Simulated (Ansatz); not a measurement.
**HfO2 (P2_1/c): the host for defect calculations**

Before any defect goes in: HfO2 (P2_1/c) at rest, and how it screens a charge.

Calculated with Ansatz 0.2.0; plane-wave PAW DFT, r2SCAN; relaxation of the host's cell and atoms; PAW set soft_1, in the first sound run; inputs show where later runs differ.

Most raw output is cut from this account.

### 1. The structure

Symmetry: P2_1/c, No. 14, monoclinic system. Conventional cell: a = 5.094 Å, b = 5.151 Å, c = 5.276 Å, α = 90.00°, β = 99.56°, γ = 90.00°. Nearest to Hf lie 7 O at 2.03 to 2.24 Å. O has 4 Hf at 2.13 to 2.24 Å nearest. Nearest to O lie 3 Hf at 2.03 to 2.13 Å. Farther neighbours and most contacts between anions are not listed.

### 2. Host cell relaxation

Cell and atoms are relaxed together, until forces and stress fall under their thresholds.

Contents of cell/input.yaml:

```yaml
crystal:
  lattice:
    - [5.094175, 0.0, 0.0]
    - [0.0, 5.1506447, 0.0]
    - [-0.876169, 0.0, 5.2029535]
  atoms:
    - { symbol: Hf, position: [0.27613578, 0.45806468, 0.70790733] }
    - { symbol: Hf, position: [0.72386422, 0.95806468, 0.79209267] }
    - { symbol: Hf, position: [0.72386422, 0.54193532, 0.29209267] }
    - { symbol: Hf, position: [0.27613578, 0.04193532, 0.20790733] }
    - { symbol: O, position: [0.44799782, 0.74252595, 0.97857799] }
    - { symbol: O, position: [0.55200218, 0.24252595, 0.52142201] }
    - { symbol: O, position: [0.55200218, 0.25747405, 0.02142201] }
    - { symbol: O, position: [0.44799782, 0.75747405, 0.47857799] }
    - { symbol: O, position: [0.06836078, 0.33075888, 0.34625278] }
    - { symbol: O, position: [0.93163922, 0.83075888, 0.15374722] }
    - { symbol: O, position: [0.93163922, 0.66924112, 0.65374722] }
    - { symbol: O, position: [0.06836078, 0.16924112, 0.84625278] }
basis:
  ecutwfc: 500
  xc_grid: 2
hamiltonian:
  xc: r2scan
  pseudopotentials: { kind: paw, azcp: { folder: soft_1 } }
kpoints:
  mp_grid: { grid: [6, 6, 6] }
scf:
  occupations: { method: fixed }
  max_iter: 100
relax:
  f_tol: 0.005
  max_steps: 60
  cell: {}
output:
  forces: true
  stress: true
checkpoint:
  write: "../cell.run"
  compress: false
  write_wavefunctions: false
  write_every: 100000
```

Launch:

```
> ansatz run input.yaml --threads 32 --pin off --max-ram 131891MiB --backend cuda --events-out ev --progress --plain --runs-dir out
```

Wall time 6.8 s (1 × NVIDIA GB200 with 32 threads of Arm Neoverse V2, shared host); peak memory 1.2 GiB; 31 s of CPU time.

Step by step:

```
step  energy less that of the first step (eV)  largest force component (eV/Å)  pressure (GPa)  volume (Å³)
   1                                   0.0000                          0.0833            3.86       136.52
   2                                  -0.0216                          0.0283           -0.76       138.99
   3                                  -0.0230                          0.0221           -0.06       138.56
   4                                  -0.0232                          0.0074            0.05       138.51
   5                                  -0.0234                          0.0062            0.03       138.50
   6                                  -0.0235                          0.0018            0.00       138.46
  7*                                  -0.0247                          0.0019           -0.01       138.46
```

Relaxation steps marked * repeat the geometry before them on a plane-wave basis chosen anew for their cell, so energy and pressure can jump there.

The run keeps the 4 symmetry operations that it works with, so distortions that break them were not tested.

| cell as run | before | after | change |
| --- | --- | --- | --- |
| a (Å) | 5.094 | 5.115 | +0.4 % |
| b (Å) | 5.151 | 5.181 | +0.6 % |
| c (Å) | 5.276 | 5.297 | +0.4 % |
| β (°) | 99.56 | 99.46 | -0.1 % |
| volume (Å³/atom) | 11.38 | 11.54 | +1.4 % |

The atoms that moved most (Å, as changes of fractional coordinates times the final cell):

```
atom      dx      dy      dz  length
  O9   0.010   0.014  -0.010   0.020
 O10  -0.010   0.014   0.010   0.020
 O12   0.010  -0.014  -0.010   0.020
 O11  -0.010  -0.014   0.010   0.020
```

Numbers from this step:

| Quantity | Value |
| --- | --- |
| pressure | -0.01023 GPa |

The relaxation ends with a largest force component of 0.0019 eV/Å and a pressure of -0.01 GPa.

### 3. Dielectric tensors of the host

The response to a uniform electric field gives the electronic dielectric tensor.

This step: plane-wave PAW DFPT, PBEsol; dielectric tensors, Born charges and zone-centre modes of the host; PAW set soft_1 (Ansatz 0.2.0).

Contents of eps/input.yaml:

```yaml
crystal:
  lattice:
    - [5.1147252449, 0.0, 0.0043909604]
    - [0.0, 5.1813143374, 0.0]
    - [-0.8752188019, 0.0, 5.2238375711]
  atoms:
    - { symbol: Hf, position: [0.2761773384, 0.4581728403, 0.7082614185] }
    - { symbol: Hf, position: [0.7238226616, 0.9581728403, 0.7917385815] }
    - { symbol: Hf, position: [0.7238226616, 0.5418271597, 0.2917385815] }
    - { symbol: Hf, position: [0.2761773384, 0.0418271597, 0.2082614185] }
    - { symbol: O, position: [0.4479969725, 0.7423715742, 0.9784219222] }
    - { symbol: O, position: [0.5520030275, 0.2423715742, 0.5215780778] }
    - { symbol: O, position: [0.5520030275, 0.2576284258, 0.0215780778] }
    - { symbol: O, position: [0.4479969725, 0.7576284258, 0.4784219222] }
    - { symbol: O, position: [0.0699426689, 0.3334753591, 0.3442632163] }
    - { symbol: O, position: [0.9300573311, 0.8334753591, 0.1557367837] }
    - { symbol: O, position: [0.9300573311, 0.6665246409, 0.6557367837] }
    - { symbol: O, position: [0.0699426689, 0.1665246409, 0.8442632163] }
basis:
  ecutwfc: 420
hamiltonian:
  xc: pbesol
  pseudopotentials: { kind: paw, azcp: { folder: soft_1 }, xc_functional: pbe }
kpoints:
  mp_grid: { grid: [5, 5, 5] }
scf:
  occupations: { method: fixed }
  max_iter: 100
phonons:
  method: dfpt
  dielectric: true
  rigid_motions: translations
```

Run time: 18 s. Hardware: 1 × NVIDIA GB200 with 32 threads; peak memory 4.4 GiB; 3.6 min of CPU time.

Electronic dielectric tensor:

```
5.04 0.00 0.14
0.00 5.06 0.00
0.14 0.00 4.74
```

Static dielectric tensor:

```
21.35  0.00  1.58
 0.00 19.46  0.00
 1.58  0.00 15.71
```

The principal values of the electronic dielectric tensor are 4.68, 5.06 and 5.09. The principal values of the static dielectric tensor are 15.30, 19.46 and 21.76.

### 4. Defect free supercell relaxed in its symmetry

This cell, the one that will hold the defects, is built from the relaxed host. Its coarser k-points can move the atoms a little, so it is relaxed from the symmetric sites, as the reference for the test of stability.

This step: plane-wave PAW DFT, r2SCAN; relaxation of the defect-free supercell in its symmetry; PAW set soft_1 (Ansatz 0.2.0).

System of this step: HfO2 (P2_1/c). The cell holds 96 atoms: 32 Hf and 64 O. Its edges and angles: a = 10.229 Å, b = 10.363 Å, c = 10.593 Å, α = 90.0°, β = 99.5°, γ = 90.0°.

Contents of pristine.symmetric/input.yaml:

```yaml
crystal:
  lattice:
    - [10.2294504898, 0.0, 0.0087819208]
    - [0.0, 10.3626286749, 0.0]
    - [-1.7504376039, 0.0, 10.4476751421]
  atoms:
    - { symbol: Hf, position: [0.1380886692, 0.2290864202, 0.3541307092] }
    - { symbol: Hf, position: [0.3619113308, 0.4790864202, 0.3958692908] }
    - { symbol: Hf, position: [0.3619113308, 0.2709135798, 0.1458692908] }
    - { symbol: Hf, position: [0.1380886692, 0.0209135798, 0.1041307092] }
    - { symbol: O, position: [0.2239984862, 0.3711857871, 0.4892109611] }
    - { symbol: O, position: [0.2760015138, 0.1211857871, 0.2607890389] }
    - { symbol: O, position: [0.2760015138, 0.1288142129, 0.0107890389] }
    - { symbol: O, position: [0.2239984862, 0.3788142129, 0.2392109611] }
    - { symbol: O, position: [0.0349713344, 0.1667376796, 0.1721316082] }
    - { symbol: O, position: [0.4650286656, 0.4167376796, 0.0778683918] }
    - { symbol: O, position: [0.4650286656, 0.3332623204, 0.3278683918] }
    - { symbol: O, position: [0.0349713344, 0.0832623204, 0.4221316082] }
    - { symbol: Hf, position: [0.1380886692, 0.2290864202, 0.8541307092] }
    - { symbol: Hf, position: [0.3619113308, 0.4790864202, 0.8958692908] }
    - { symbol: Hf, position: [0.3619113308, 0.2709135798, 0.6458692908] }
    - { symbol: Hf, position: [0.1380886692, 0.0209135798, 0.6041307092] }
    - { symbol: O, position: [0.2239984862, 0.3711857871, 0.9892109611] }
    - { symbol: O, position: [0.2760015138, 0.1211857871, 0.7607890389] }
    - { symbol: O, position: [0.2760015138, 0.1288142129, 0.5107890389] }
    - { symbol: O, position: [0.2239984862, 0.3788142129, 0.7392109611] }
    - { symbol: O, position: [0.0349713344, 0.1667376796, 0.6721316081] }
    - { symbol: O, position: [0.4650286656, 0.4167376796, 0.5778683919] }
    - { symbol: O, position: [0.4650286656, 0.3332623204, 0.8278683919] }
    - { symbol: O, position: [0.0349713344, 0.0832623204, 0.9221316082] }
    - { symbol: Hf, position: [0.1380886692, 0.7290864202, 0.3541307092] }
    - { symbol: Hf, position: [0.3619113308, 0.9790864202, 0.3958692908] }
    - { symbol: Hf, position: [0.3619113308, 0.7709135798, 0.1458692908] }
    - { symbol: Hf, position: [0.1380886692, 0.5209135798, 0.1041307092] }
    - { symbol: O, position: [0.2239984862, 0.8711857871, 0.4892109611] }
    - { symbol: O, position: [0.2760015138, 0.6211857871, 0.2607890389] }
[... 60 atom lines left out ...]
    - { symbol: O, position: [0.7760015138, 0.6288142129, 0.5107890389] }
    - { symbol: O, position: [0.7239984862, 0.8788142129, 0.7392109611] }
    - { symbol: O, position: [0.5349713344, 0.6667376796, 0.6721316081] }
    - { symbol: O, position: [0.9650286656, 0.9167376796, 0.5778683919] }
    - { symbol: O, position: [0.9650286656, 0.8332623204, 0.8278683919] }
    - { symbol: O, position: [0.5349713344, 0.5832623204, 0.9221316082] }
basis:
  ecutwfc: 500
  xc_grid: 2
hamiltonian:
  xc: r2scan
  pseudopotentials: { kind: paw, azcp: { folder: soft_1 } }
kpoints:
  mp_grid: { grid: [1, 1, 1] }
scf:
  occupations: { method: fermi_dirac, width: 0.01 }
  max_iter: 100
  lower_state_search: "off"
output:
  forces: true
relax:
  f_tol: 0.015
  max_steps: 60
  escape_saddle: false
checkpoint:
  write: "../pristine.symmetric.run"
  compress: false
  write_wavefunctions: false
  write_every: 100000
```

Elapsed: 2.6 s, on 1 × NVIDIA GB200 with 32 threads; peak memory 1.4 GiB; 7.4 s of CPU time.

No atom moved by 0.005 Å in the relaxation.

### 5. Defect free supercell relaxed from displaced atoms

This step: plane-wave PAW DFT, r2SCAN; relaxation of the defect-free supercell from random displacements, a test of the host's stability; PAW set soft_1 (Ansatz 0.2.0).

pristine.rattled/input.yaml, as its differences from pristine.symmetric/input.yaml of step 4:

```diff
@@ -59,6 +59,6 @@
   f_tol: 0.015
-  max_steps: 60
-  escape_saddle: false
+  max_steps: 120
+  random_displacement: { amplitude: 0.06, seed: 6868 }
 checkpoint:
-  write: "../pristine.symmetric.run"
+  write: "../pristine.rattled.run"
   compress: false
```

Wall time 4.7 s (1 × NVIDIA GB200 with 32 threads); peak memory 1.4 GiB; 16 s of CPU time.

Relaxation path:

```csv
step,energy less that of the first step (eV),largest force component (eV/Å)
1,0.0000,1.9412
2,-1.9303,1.4980
3,-3.1147,0.0511
4,-3.1147,0.0510
5,-3.1169,0.0024
```

The relaxation ends 32 meV an atom lower than the displaced start, with a largest force component of 0.0024 eV/Å.

### 6. Host on a dense mesh

This step: plane-wave PAW DFT, r2SCAN; single point of the defect-free host, a test of the k-point sampling; PAW set soft_1 (Ansatz 0.2.0).

System of this step: HfO2 (P2_1/c). The structure is monoclinic, space group P2_1/c (No. 14). Conventional cell: a = 5.115 Å, b = 5.181 Å, c = 5.297 Å, α = 90.00°, β = 99.46°, γ = 90.00°. Nearest to Hf lie 7 O at 2.04 to 2.25 Å. Nearest to O lie 4 Hf at 2.14 to 2.25 Å. Nearest to O lie 3 Hf at 2.04 to 2.14 Å. Farther neighbours and most contacts between anions are not listed.

dense/input.yaml, as its differences from eps/input.yaml of step 3:

```diff
@@ -19,14 +19,17 @@
 basis:
-  ecutwfc: 420
+  ecutwfc: 500
+  xc_grid: 2
 hamiltonian:
-  xc: pbesol
-  pseudopotentials: { kind: paw, azcp: { folder: soft_1 }, xc_functional: pbe }
+  xc: r2scan
+  pseudopotentials: { kind: paw, azcp: { folder: soft_1 } }
 kpoints:
-  mp_grid: { grid: [5, 5, 5] }
+  mp_grid: { grid: [6, 6, 6] }
 scf:
-  occupations: { method: fixed }
+  occupations: { method: fermi_dirac, width: 0.01 }
   max_iter: 100
-phonons:
-  method: dfpt
-  dielectric: true
-  rigid_motions: translations
+  lower_state_search: "off"
+checkpoint:
+  write: "../dense.run"
+  compress: false
+  write_wavefunctions: false
+  write_every: 100000
```

Elapsed: 2.1 s, on 1 × NVIDIA GB200 with 32 threads; peak memory 1.2 GiB; 5.3 s of CPU time.

### 7. Defect free supercell at the zone centre

The supercell is run at the zone centre, to see how far that sampling misses the dense mesh.

System of this step: HfO2 (P2_1/c). The cell holds 96 atoms: 32 Hf and 64 O. Its edges and angles: a = 10.229 Å, b = 10.363 Å, c = 10.593 Å, α = 90.0°, β = 99.5°, γ = 90.0°.

pristine.sampling_gamma/input.yaml, as its differences from pristine.rattled/input.yaml of step 5:

```diff
@@ -55,10 +55,4 @@
   lower_state_search: "off"
-output:
-  forces: true
-relax:
-  f_tol: 0.015
-  max_steps: 120
-  random_displacement: { amplitude: 0.06, seed: 6868 }
 checkpoint:
-  write: "../pristine.rattled.run"
+  write: "../pristine.sampling_gamma.run"
   compress: false
```

It took 1.9 s on 1 × NVIDIA GB200 with 32 threads; peak memory 1.4 GiB.

### 8. Summary of results

```json
{
  "primitive cell vectors, lengths": "5.115, 5.181, 5.297 Å",
  "electronic dielectric constant": "principal values (4.68, 5.06, 5.09)",
  "static dielectric constant": "principal values (15.30, 19.46, 21.76)",
  "gap on the k-mesh of the response run (PBEsol)": "4.04 eV",
  "supercell relaxed in its symmetry less the displaced and relaxed one": "0.000 eV",
  "energy an atom at the zone centre alone less that on the dense mesh": "0.003 eV"
}
```

Step 5: The energy fell by 3.117 eV from the randomly displaced start; the atoms end within 0.005 Å of the sites as typed, once the mean shift is taken out. The displaced cell ends within 0.01 eV of the symmetric one relaxed in its symmetry, so no lower structure shows in this supercell. The k-mesh can miss the band edges, so this gap is an upper bound at this level. All at zero temperature.

[Logs are printed without paths, hosts, clocks, repeated set-up lines and the standing remarks that a program may print on its own settings, such as how far it seeks lower states.]

[Hosts, paths, dates, database ids (printed as entryN), source tags and the programs' standing remarks are cut or masked in the printed files.]

[Runs of the host that timed out are not shown.]

[For some hosts the program warned that the k-mesh of the response run may be too coarse for force constants and the static dielectric constant; such warnings are not always shown.]
